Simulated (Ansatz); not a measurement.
Mn on a Si site in Si

Theory: DFT PBEsol, scalar-relativistic, plane waves, PAW in Ansatz. Settings: 420 eV cutoff, 3×3×3 k-mesh, Gaussian smearing of 0.02 eV, collinear spin.

Host crystal, relaxed:

```xyz
2
Lattice="0.0000 2.7169 2.7169 2.7169 0.0000 2.7169 2.7169 2.7169 0.0000" Properties=species:S:1:pos:R:3 pbc="T T T"
Si    1.3585    1.3585    1.3585
Si    0.0000    0.0000    0.0000
```

Supercell of 32 atoms, rows in host cell vectors: 3 -1 -1; -1 3 -1; -1 -1 3. Atoms relax at the host's cell, keeping the symmetry that the supercell leaves at the site. The cell is small, so energies carry finite-size errors of tenths of an eV. The host's Kohn–Sham gap is 0.46 eV. Atoms are taken from and returned to the elements' standard states. Charged cells are corrected for image charges with the computed static dielectric tensor (mean 13.3) and aligned with the host's potential at far atoms (alignment terms reach 0.12 eV; the program doubts the alignment in some charges, where it is up to 0.12 eV). No band-filling term is added, and the Fermi level counts from the host's valence band top.

Defect: Mn on a Si site at (0.250, 0.250, 0.250) of the host cell.

What is the formation energy of the neutral defect?

2.59 eV.

Does the neutral defect carry a moment, and how do its surroundings relax?

It changes the cell's moment by 2.95 μB. The nearest neighbours before are 4 Si at 2.35 Å; after relaxation the atoms near the site are 4 Si at 2.36 Å; the largest move is 0.01 Å.

Charges +1, 0, -1 were computed. Which is stable where in the gap?

Among the charges computed the stable one is 0 at the valence band top, changing to -1 at 0.35 eV. In charge 0, -1 the cell has partly filled bands: a level of the defect may be part filled, the carrier may sit in the host's bands, or levels may cross between the k points, so transitions that involve it are doubtful. Without the alignment that the program doubts, the level (0/-1) would lie at 0.47 eV, outside the gap, so these runs don't decide whether the defect changes charge there. Levels between neighbouring charges: (+1/0) -0.03 eV, (0/-1) 0.35 eV.